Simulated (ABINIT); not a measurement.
# SrCl2 (Fm-3m) in ABINIT: single point with PBEsol

Aim: the single point of SrCl2 with PBEsol.

Everything below comes from runs of ABINIT 10.8.3 (patched build). Logs are shortened: lines on timing, memory, paths and dates and some standing lists are left out, and cuts for length are marked. The log counts tension as positive stress, the text compression.

## 1. The structure

Symmetry: Fm-3m, No. 225, cubic system. Conventional cell: a = 6.977 Å, b = 6.977 Å, c = 6.977 Å, α = 90.00°, β = 90.00°, γ = 90.00°. Around Sr (site symmetry m-3m) lie 8 Cl at 3.02 Å. Cl (site symmetry -43m) is surrounded by 4 Sr at 3.02 Å.

## 2. Single point, PBEsol

File run.abi:

```
# Pseudopotentials
pp_dirpath "./"
pseudos "Sr.upf, Cl.upf"

# Structure
acell 3*1.0
rprim
     0.0000000000     6.5920261268     6.5920261268
     6.5920261268     0.0000000000     6.5920261268
     6.5920261268     6.5920261268     0.0000000000
ntypat 2
znucl 38 17
natom 3
typat 1 2 2
xred
     0.0000000000     0.0000000000     0.0000000000
     0.7500000000     0.7500000000     0.7500000000
     0.2500000000     0.2500000000     0.2500000000

# Plane-wave basis
ecut 28.0

# k points
kptopt 1
ngkpt 5 5 5
nshiftk 1
shiftk 0.0 0.0 0.0

# Exchange and correlation
ixc -116133

# Bands and occupations
nband 16
occopt 3
tsmear 0.05 eV

# SCF cycle
nstep 100
tolvrs 1.0e-10

# Output
iomode 3
prtwf 0
prteig 0
prtebands 0
prtden 1
prtvha 1
prtvclmb 1
prtpot 1
prtelf 1
```

Potentials or basis: PseudoDojo NC SR PBEsol v0.4.1 standard.

Launch:

```sh
$ abinit run.abi > log 2>&1
```

run.abo:

```text
.Version 10.8.3 of ABINIT
 Symmetries : space group Fm -3 m (#225); Bravais cF (face-center cubic)
================================================================================
 Values of the parameters that define the memory need of the present run
     intxc =       0    ionmov =       0      iscf =       7    lmnmax =       6
     lnmax =       6     mgfft =      48  mpssoang =       3    mqgrid =    3001
     natom =       3  nloc_mem =       1    nspden =       1   nspinor =       1
    nsppol =       1      nsym =      48    n1xccc =    2501    ntypat =       2
    occopt =       3   xclevel =       2
       mpw =        4079          nfft =      110592          nkpt =          10
================================================================================
================================================================================

--------------------------------------------------------------------------------
------------- Echo of variables that govern the present computation ------------
--------------------------------------------------------------------------------
 -outvars: echo values of preprocessed input variables --------
            acell      1.0000000000E+00  1.0000000000E+00  1.0000000000E+00 Bohr
              amu      8.76200000E+01  3.54527000E+01
             ecut      2.80000000E+01 Hartree
              ixc     -116133
         kptrlatt        5    0    0      0    5    0      0    0    5
          kptrlen      4.66126638E+01
            natom           3
            nband          16
            ngfft          48      48      48
             nkpt          10
            nstep         100
             nsym          48
           ntypat           2
           occopt           3
        prtebands           0
           prteig           0
           prtelf           1
           prtpot           1
         prtvclmb           1
           prtvha           1
            prtwf           0
            rprim      0.0000000000E+00  6.5920261268E+00  6.5920261268E+00
                       6.5920261268E+00  0.0000000000E+00  6.5920261268E+00
                       6.5920261268E+00  6.5920261268E+00  0.0000000000E+00
          spgroup         225
           tolvrs      1.00000000E-10
           tsmear      1.83746611E-03 Hartree
            typat      1  2  2
           xangst      0.0000000000E+00  0.0000000000E+00  0.0000000000E+00
                       5.2325249964E+00  5.2325249964E+00  5.2325249964E+00
                       1.7441749988E+00  1.7441749988E+00  1.7441749988E+00
            xcart      0.0000000000E+00  0.0000000000E+00  0.0000000000E+00
                       9.8880391902E+00  9.8880391902E+00  9.8880391902E+00
                       3.2960130634E+00  3.2960130634E+00  3.2960130634E+00
             xred      0.0000000000E+00  0.0000000000E+00  0.0000000000E+00
                       7.5000000000E-01  7.5000000000E-01  7.5000000000E-01
                       2.5000000000E-01  2.5000000000E-01  2.5000000000E-01
            znucl       38.00000   17.00000

================================================================================

 chkinp: Checking input parameters for consistency.

================================================================================
== DATASET  1 ==================================================================

--- !DatasetInfo
iteration_state: {dtset: 1, }
dimensions: {natom: 3, nkpt: 10, mband: 16, nsppol: 1, nspinor: 1, nspden: 1, mpw: 4079, }
cutoff_energies: {ecut:  28.0, pawecutdg:  -1.0, }
electrons: {nelect:   2.40000000E+01, charge:   0.00000000E+00, occopt:   3.00000000E+00, tsmear:   1.83746611E-03, }
meta: {optdriver: 0, ionmov: 0, optcell: 0, iscf: 7, paral_kgb: 0, }
...

 Real(R)+Recip(G) space primitive vectors, cartesian coordinates (Bohr,Bohr^-1):
 R(1)=  0.0000000  6.5920261  6.5920261  G(1)= -0.0758492  0.0758492  0.0758492
 R(2)=  6.5920261  0.0000000  6.5920261  G(2)=  0.0758492 -0.0758492  0.0758492
 R(3)=  6.5920261  6.5920261  0.0000000  G(3)=  0.0758492  0.0758492 -0.0758492
 Unit cell volume ucvol=  5.7291047E+02 bohr^3
 Angles (23,13,12)=  6.00000000E+01  6.00000000E+01  6.00000000E+01 degrees

 getcut: wavevector=  0.0000  0.0000  0.0000  ngfft=  48  48  48
         ecut(hartree)=     28.000   => boxcut(ratio)=   2.16154

--- Pseudopotential description ------------------------------------------------
- pspini: atom type   1  psp file is ./Sr.upf
12 -116133 2 -1 1834                          pspcod,pspxc,lmax,lloc,mmax
     nproj     2     2     2

- pspini: atom type   2  psp file is ./Cl.upf
12 -116133 2 -1 1028                          pspcod,pspxc,lmax,lloc,mmax
     nproj     2     2     2

   7.28998052E+02                                ecore*ucvol(ha*bohr**3)
--------------------------------------------------------------------------------

================================================================================

--- !BeginCycle
iteration_state: {dtset: 1, }
solver: {iscf: 7, nstep: 100, nline: 4, wfoptalg: 0, }
tolerances: {tolvrs: 1.00E-10, }
...

     iter   Etot(hartree)      deltaE(h)  residm     vres2
 ETOT  1  -67.166446770711    -6.717E+01 3.301E-02 7.845E+01
 ETOT  2  -67.191480520173    -2.503E-02 5.594E-03 1.033E+01
 ETOT  3  -67.193288729020    -1.808E-03 1.340E-03 3.782E-01
 ETOT  4  -67.193300826199    -1.210E-05 9.319E-04 6.248E-02
 ETOT  5  -67.193301952571    -1.126E-06 1.775E-04 5.064E-03
 ETOT  6  -67.193302083900    -1.313E-07 1.507E-04 8.942E-05
 ETOT  7  -67.193302088046    -4.146E-09 5.133E-05 2.429E-06
 ETOT  8  -67.193302088209    -1.633E-10 4.255E-05 6.279E-08
 ETOT  9  -67.193302088211    -1.421E-12 1.899E-05 2.286E-10
 ETOT 10  -67.193302088211    -9.095E-13 1.369E-05 2.231E-12

 At SCF step   10       vres2   =  2.23E-12 < tolvrs=  1.00E-10 =>converged.

 Compute ELF
--------------------------------------------------------------------------------

 Compute kinetic energy density

 Compute gradient of the electron density
 Electron Localization Function (ELF) [min:0;max:1]
)     Maximum=    8.9515E-01  at reduced coord.    0.9167    0.9375    0.9792
)     Minimum=    4.6322E-07  at reduced coord.    0.2500    0.2500    0.2500
   Integrated=    1.8737E+02

--------------------------------------------------------------------------------
 End of ELF section

 Cartesian components of stress tensor (hartree/bohr^3)
  sigma(1 1)=  4.36757966E-05  sigma(3 2)=  0.00000000E+00
  sigma(2 2)=  4.36757966E-05  sigma(3 1)=  0.00000000E+00
  sigma(3 3)=  4.36757966E-05  sigma(2 1)=  0.00000000E+00

--- !ResultsGS
iteration_state: {dtset: 1, }
comment   : Summary of ground state results
lattice_vectors:
- [  0.0000000,   6.5920261,   6.5920261, ]
- [  6.5920261,   0.0000000,   6.5920261, ]
- [  6.5920261,   6.5920261,   0.0000000, ]
lattice_lengths: [   9.32253,    9.32253,    9.32253, ]
lattice_angles: [ 60.000,  60.000,  60.000, ] # degrees, (23, 13, 12)
lattice_volume:   5.7291047E+02
convergence: {deltae: -9.095E-13, res2:  2.231E-12, residm:  1.369E-05, diffor: null, }
etotal    :  -6.71933021E+01
entropy   :   0.00000000E+00
fermie    :   1.31692810E-01
cartesian_stress_tensor: # hartree/bohr^3
- [  4.36757966E-05,   0.00000000E+00,   0.00000000E+00, ]
- [  0.00000000E+00,   4.36757966E-05,   0.00000000E+00, ]
- [  0.00000000E+00,   0.00000000E+00,   4.36757966E-05, ]
pressure_GPa:  -1.2850E+00
xred      :
- [  0.0000E+00,   0.0000E+00,   0.0000E+00, Sr]
- [  7.5000E-01,   7.5000E-01,   7.5000E-01, Cl]
- [  2.5000E-01,   2.5000E-01,   2.5000E-01, Cl]
cartesian_forces: # hartree/bohr
- [ -1.36156682E-29,  -0.00000000E+00,   1.36156682E-29, ]
- [ -3.40391706E-30,   1.02117512E-29,  -1.70195853E-29, ]
- [  1.70195853E-29,  -1.02117512E-29,   3.40391706E-30, ]
force_length_stats: {min:   1.92554627E-29, max:   2.01378449E-29, mean:   1.98437175E-29, }
...

 Integrated electronic density in atomic spheres:
 ------------------------------------------------
 Atom  Sphere_radius  Integrated_density
    1        2.00000          6.73322406
    2        2.00000          5.09997549
    3        2.00000          5.09997549
================================================================================

 ----iterations are completed or convergence reached----

 Mean square residual over all n,k,spin=   31.683E-08; max=  13.695E-06
 reduced coordinates (array xred) for    3 atoms
       0.000000000000      0.000000000000      0.000000000000
       0.750000000000      0.750000000000      0.750000000000
       0.250000000000      0.250000000000      0.250000000000
 rms dE/dt=  1.0993E-28; max dE/dt=  1.3463E-28; dE/dt below (all hartree)
    1       0.000000000000      0.000000000000      0.000000000000
    2       0.000000000000      0.000000000000     -0.000000000000
    3       0.000000000000     -0.000000000000     -0.000000000000

 cartesian coordinates (angstrom) at end:
    1      0.00000000000000     0.00000000000000     0.00000000000000
    2      5.23252499641979     5.23252499641979     5.23252499641979
    3      1.74417499880660     1.74417499880660     1.74417499880660

 cartesian forces (hartree/bohr) at end:
    1     -0.00000000000000    -0.00000000000000     0.00000000000000
    2     -0.00000000000000     0.00000000000000    -0.00000000000000
    3      0.00000000000000    -0.00000000000000     0.00000000000000
 frms,max,avg= 1.1459292E-29 1.7019585E-29   0.000E+00  0.000E+00  0.000E+00 h/b

 cartesian forces (eV/Angstrom) at end:
    1     -0.00000000000000    -0.00000000000000     0.00000000000000
    2     -0.00000000000000     0.00000000000000    -0.00000000000000
    3      0.00000000000000    -0.00000000000000     0.00000000000000
 frms,max,avg= 5.8926051E-28 8.7518226E-28   0.000E+00  0.000E+00  0.000E+00 e/A
 length scales=  1.000000000000  1.000000000000  1.000000000000 bohr
              =  0.529177210544  0.529177210544  0.529177210544 angstroms
 Fermi (or HOMO) energy (hartree) =   0.13169   Average Vxc (hartree)=  -0.31829
 Eigenvalues (hartree) for nkpt=  10  k points:
 kpt#   1, nband= 16, wtk=  0.00800, kpt=  0.0000  0.0000  0.0000 (reduced coord)
  -1.14409   -0.48302   -0.48302   -0.48302   -0.42849   -0.39672   -0.01947   -0.01947
  -0.01947    0.04735    0.04735    0.04735    0.24886    0.27972    0.27972    0.38370
      occupation numbers for kpt#   1
   2.00000    2.00000    2.00000    2.00000    2.00000    2.00000    2.00000    2.00000
   2.00000    2.00000    2.00000    2.00000    0.00000    0.00000    0.00000    0.00000
 prteigrs : prtvol=0 or 1, do not print more k-points.

--- !EnergyTerms
iteration_state     : {dtset: 1, }
comment             : Components of total free energy in Hartree
kinetic             :  2.03118005469402E+01
hartree             :  1.16217529586467E+01
xc                  : -1.72523684130327E+01
Ewald energy        : -4.69938438183553E+01
psp_core            :  1.27244673703252E+00
local_psp           : -4.57606439761630E+01
non_local_psp       :  9.60755387672021E+00
internal            : -6.71933020882114E+01
'-kT*entropy'       :  1.87990621797807E-15
total_energy        : -6.71933020882114E+01
total_energy_eV     : -1.82842289626520E+03
band_energy         : -6.69241100411958E+00
...

 Cartesian components of stress tensor (hartree/bohr^3)
  sigma(1 1)=  4.36757966E-05  sigma(3 2)=  0.00000000E+00
  sigma(2 2)=  4.36757966E-05  sigma(3 1)=  0.00000000E+00
  sigma(3 3)=  4.36757966E-05  sigma(2 1)=  0.00000000E+00

-Cartesian components of stress tensor (GPa)         [Pressure= -1.2850E+00 GPa]
- sigma(1 1)=  1.28498630E+00  sigma(3 2)=  0.00000000E+00
- sigma(2 2)=  1.28498630E+00  sigma(3 1)=  0.00000000E+00
- sigma(3 3)=  1.28498630E+00  sigma(2 1)=  0.00000000E+00

== END DATASET(S) ==============================================================
================================================================================

 -outvars: echo values of variables after computation  --------
            acell      1.0000000000E+00  1.0000000000E+00  1.0000000000E+00 Bohr
           etotal     -6.7193302088E+01
            fcart     -1.3615668240E-29 -0.0000000000E+00  1.3615668240E-29
                      -3.4039170600E-30  1.0211751180E-29 -1.7019585300E-29
                       1.7019585300E-29 -1.0211751180E-29  3.4039170600E-30
            rprim      0.0000000000E+00  6.5920261268E+00  6.5920261268E+00
                       6.5920261268E+00  0.0000000000E+00  6.5920261268E+00
                       6.5920261268E+00  6.5920261268E+00  0.0000000000E+00
           strten      4.3675796643E-05  4.3675796643E-05  4.3675796643E-05
                       0.0000000000E+00  0.0000000000E+00  0.0000000000E+00
           xangst      0.0000000000E+00  0.0000000000E+00  0.0000000000E+00
                       5.2325249964E+00  5.2325249964E+00  5.2325249964E+00
                       1.7441749988E+00  1.7441749988E+00  1.7441749988E+00
             xred      0.0000000000E+00  0.0000000000E+00  0.0000000000E+00
                       7.5000000000E-01  7.5000000000E-01  7.5000000000E-01
                       2.5000000000E-01  2.5000000000E-01  2.5000000000E-01
 Calculation completed.
```

Wall time 23 s (1 thread of Arm Neoverse V2, shared host); peak memory 0.09 GiB.

Results:

```yaml
Free_energy: -1828.4229 eV
Pressure: -1.3 GPa
Band_gap_on_the_k_mesh: 5.21 eV, indirect (least direct gap 5.48 eV)
Valence_electrons_inside_the_program's_atomic_spheres: Sr 6.73; Cl 5.10
```

Caveat: the cutoff is short for stress, so the pressure is rough; an odd mesh through Γ misses points on the zone boundary, where band edges often lie.
